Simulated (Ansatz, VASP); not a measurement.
# Two plane-wave programs on Rh

```xyz
1
Lattice="0.0000 1.9151 1.9151 1.9151 0.0000 1.9151 1.9151 1.9151 0.0000" Properties=species:S:1:pos:R:3 pbc="T T T"
Rh    0.0000    0.0000    0.0000
```

Alike in both runs: functional PBE; k mesh 18 × 18 × 18; occupations gaussian, width 0.1 eV; no spin polarisation.

Ansatz relaxed the structure, and its values are those at the end. VASP's run is a single point on that final structure, the one shown.

|  | VASP | Ansatz |
| --- | --- | --- |
| version | VASP 6.6.1 | Ansatz 0.2.0 |
| potentials or method | VASP PAW PBE potentials, release 64 (Rh_pv) | scalar-relativistic, plane waves, PAW |
| plane-wave cutoff (eV) | 520 | 420 |
| valence electrons in the cell | 15 | 17 |

```csv
,VASP,Ansatz,Ansatz less VASP
gap on the k mesh at the Fermi level (eV),none,none,-
pressure (GPa),0.0,0.0,+0.04
```

A gap of «none» marks a metal or a gap that the smearing closes. The two sets of potentials don't hold the same shells in valence.
